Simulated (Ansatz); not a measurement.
Runs of Ansatz 0.2.0 on Si2Ni. It takes space group Fm-3m (No. 225, cubic). Conventional cell: a = 5.406 Å, b = 5.406 Å, c = 5.406 Å, α = 90.00°, β = 90.00°, γ = 90.00°. Ni (site symmetry m-3m) is surrounded by 8 Si at 2.34 Å. Si (site symmetry -43m) is surrounded by 4 Ni at 2.34 Å. 

```tsv
task	level	cutoff (eV)	basis error allowed	pressure (GPa)	moment (μB)
band structure	PBE	269	0.002 eV/atom	3.8	0.00
single point	PBEsol	293	0.001 eV/atom	-0.9	0.00
band structure	LDA	269	0.002 eV/atom	(a)	0.00
band structure	PBEsol	269	0.002 eV/atom	-0.9	0.00
```

Alike in all rows: potentials or basis all-electron LAPW, scalar-relativistic; spin collinear, ferromagnetic start; cell as given; k mesh 9 × 9 × 9; smearing fermi-dirac 0.05 eV.

Task: Estimate the missing entries.

Result: (a) -4.3.

Not every run made on this cell is shown here.
